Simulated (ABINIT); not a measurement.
**Ta: band structure with PBE**

The system is Ta.

```
Ta
1.0
    -1.65128    1.65128    1.65128
     1.65128   -1.65128    1.65128
     1.65128    1.65128   -1.65128
Ta
1
Direct
  0.00000 0.00000 0.00000
```

```json
{
 "Program": "ABINIT 10.8.3 (patched build)",
 "Task": "band structure",
 "Functional": "PBE",
 "Potentials or basis": "PseudoDojo NC SR PBE v0.5 standard",
 "Cutoff": "789 eV",
 "k mesh": "11 × 11 × 11",
 "Occupations": "fermi-dirac, width 0.05 eV",
 "Spin": "no spin polarisation"
}
```

```json
{"Pressure": "2.5 GPa", "Band gap on the k mesh": "none (metal or under the smearing width)", "Valence electrons inside the program's atomic spheres": "Ta 9.25 (radii [1.0584] Å)"}
```

Levels at the corners of the path, in eV from the Fermi level:
```csv
point,band 2,band 3,band 4,band 5,band 6,band 7,band 8,band 9,band 10,band 11
Γ,-33.05,-33.05,-33.05,-7.91,0.74,0.74,0.74,4.02,4.02,14.60
H,-33.87,-33.87,-33.87,-3.79,-3.79,6.85,6.85,6.85,8.59,8.59
N,-34.22,-33.43,-33.06,-4.37,-1.53,1.59,3.90,4.93,7.82,11.71
Γ,-33.05,-33.05,-33.05,-7.91,0.74,0.74,0.74,4.02,4.02,14.60
P,-33.64,-33.64,-33.64,-1.22,-1.22,-1.22,5.11,5.11,7.06,12.80
H,-33.87,-33.87,-33.87,-3.79,-3.79,6.85,6.85,6.85,8.59,8.59
```

It took 16 s on 1 thread of Arm Neoverse V2 (shared host), peak memory 0.11 GiB.

Caveat: spin-orbit coupling is left out, which moves the levels of the heavy elements.
